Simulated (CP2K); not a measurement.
## Sn in CP2K: convergence with smearing width

Sn:

```
Sn
1.0
     3.13739    0.00000    0.00000
    -0.26680    3.55443    0.00000
    -1.35966   -1.85691    2.56546
Sn
1
Direct
  0.99831 0.99875 0.00605
```

The cell isn't the ideal one: cell strained at random at fixed volume.

```yaml
Program: CP2K 2026.2
Task: single point
Functional: PBEsol
Potentials_or_basis: POTENTIAL_UZH Sn GTH-PBE-q4; TZVP-MOLOPT-PBE-GTH basis
Density_cutoff: 6123 eV
k_mesh: 8 × 7 × 8
Occupations: fermi-dirac, width 0.5 eV
Spin: no spin polarisation
```

These are the settings of the first run; the series varies smearing width, with any setting tied to it.

Hardware: 1 thread of Arm Neoverse V1 (shared host).

Task: The values tried are 0.5 eV, 0.3 eV, 0.2 eV, 0.1 eV, 0.05 eV, 0.025 eV, 0.01 eV, loosest first. From which on does the energy stay within 1 meV/atom of the tightest run that finished?

Result: From 0.1 eV on.

| smearing width | energy less the tightest run, at zero smearing (meV/atom) | pressure (GPa) | SCF cycles | CPU time (s) | peak memory (GiB) |
| --- | --- | --- | --- | --- | --- |
| 0.5 eV | 6.01 | 0.83 | 12 | 16 | 0.22 |
| 0.3 eV | 4.54 | 0.20 | 11 | 15 | 0.22 |
| 0.2 eV | 2.58 | 0.00 | 11 | 15 | 0.22 |
| 0.1 eV | 0.33 | -0.14 | 12 | 16 | 0.22 |
| 0.05 eV | -0.01 | -0.18 | 12 | 16 | 0.22 |
| 0.025 eV | 0.01 | -0.20 | 12 | 16 | 0.22 |
| 0.01 eV | 0.00 | -0.22 | 12 | 15 | 0.22 |

Against the tightest run, the pressure stays within 0.1 GPa from 0.1 eV on. Narrower smearing needs a denser k mesh, so at a fixed mesh the narrowest width isn't the most accurate. The tightest run that finished is the yardstick and may itself not be fully converged.

Caveat, for the tightest run too: the potentials were made for another functional, which shifts forces and pressure; the basis of atomic orbitals isn't converged, which shifts pressures, moduli and gaps.
